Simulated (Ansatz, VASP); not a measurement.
## HfO2 in VASP and in Ansatz

Contents of INCAR:

```
ALGO     = Normal         # electronic algorithm
EDIFF    = 1E-7           # SCF threshold, eV
ENCUT    = 520            # plane-wave cutoff, eV
GGA      = PS             # functional
ISIF     = 2              # what is computed and relaxed
ISMEAR   = 0              # smearing method
LASPH    = True           # aspherical terms in the spheres
LCHARG   = False          # write CHGCAR
LREAL    = False          # projectors in reciprocal space
LWAVE    = False          # write WAVECAR
NBANDS   = 18             # bands
NELM     = 100            # most SCF steps
PREC     = Accurate       # precision mode
SIGMA    = 0.05           # smearing width, eV
```

KPOINTS

```
k-points
0
Gamma
  8 8 8
```

File POSCAR:

```
HfO2
1.0
    0.0000000000      2.5894065951      2.5220673956
    2.5894065951      0.0000000000      2.5220673956
    2.5894065951      2.5894065951      0.0000000000
Hf O
1 2
Direct
    0.0000000000      0.0000000000      0.0000000000
    0.2500000000      0.2500000000      0.2500000000
    0.7500000000      0.7500000000      0.7500000000
```

Input for Ansatz:

```yaml
crystal:
  lattice:
    - [0.0, 2.5894065951, 2.5220673956]
    - [2.5894065951, 0.0, 2.5220673956]
    - [2.5894065951, 2.5894065951, 0.0]
  atoms:
    - { symbol: Hf, position: [0.0, 0.0, 0.0] }
    - { symbol: O, position: [0.25, 0.25, 0.25] }
    - { symbol: O, position: [0.75, 0.75, 0.75] }
basis:
  ecutwfc: 520.0
kpoints:
  mp_grid: { grid: [8, 8, 8] }
hamiltonian:
  xc: pbesol
  pseudopotentials: { kind: paw, azcp: { folder: soft_1 } }
scf:
  occupations: { method: gaussian, width: 0.05 }
output:
  forces: true
  stress: true
  eigenvalues: true
```

Change from the starting cell: normal strain along x +0.0267, normal strain along y +0.0267.

Alike in both runs: task single point; functional PBEsol; k mesh 8 × 8 × 8; occupations gaussian, width 0.05 eV; no spin polarisation.

```csv
,VASP,Ansatz
version,VASP 6.6.1,Ansatz 0.2.0
potentials or method,"VASP PAW PBE potentials, release 64 (Hf_pv, O)","scalar-relativistic, plane waves, PAW"
plane-wave cutoff (eV),520,520
valence electrons in the cell,22,38
```

|  | VASP | Ansatz | Ansatz less VASP |
| --- | --- | --- | --- |
| gap on the k mesh at the Fermi level (eV) | 3.36 | 3.36 | -0.003 |
| least direct gap on the mesh (eV) | 3.37 | 3.37 | -0.003 |
| pressure (GPa) | -15.8 | -12.5 | +3.31 |
| largest component of the traceless stress (GPa) | 7.79 | 7.66 | -0.126 |

The two sets of potentials don't hold the same shells in valence. Ansatz warned: «pseudo_functional_mismatch».

Caveats: so large a pressure means that the cell lies far from this level's equilibrium, or that cutoff or potentials fall short (VASP); the potentials were made for another functional, which shifts forces and pressure (VASP); spin-orbit coupling is left out, which moves the levels of the heavy elements. A k mesh can miss the band edges.
